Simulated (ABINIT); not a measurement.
Crystal: BaS.

```
CELL_PARAMETERS angstrom
0.00000 3.19375 3.19375
3.19375 0.00000 3.19375
3.19375 3.19375 0.00000
ATOMIC_POSITIONS crystal
Ba 0.00000 0.00000 0.00000
S 0.50000 0.50000 0.50000
```

Base run:

* Program: ABINIT 10.8.3 (patched build)
* Functional: PBE
* Potentials or basis: JTH PAW PBE v2.0
* Cutoff: 544 eV
* k mesh: 9 × 9 × 9
* Occupations: fermi-dirac, width 0.05 eV
* Spin: no spin polarisation

Its results: band gap on the k mesh 2.16 eV, indirect (least direct gap 2.30 eV); pressure 1.3 GPa.

**Question.** The run is repeated on the same cell with these changes: k mesh from 9 × 9 × 9 to 3 × 3 × 3. What comes out?

**Answer.** Band gap on the k mesh 2.42 eV, indirect (least direct gap 2.59 eV); pressure 1.5 GPa.

Caveats: some runs use coarse meshes; this set's barium file shifts pressures by 1.5 GPa and gaps by 0.1 eV against other sets; spin-orbit coupling is left out, which moves the levels of the heavy elements; an odd mesh through Γ misses points on the zone boundary, where band edges often lie.
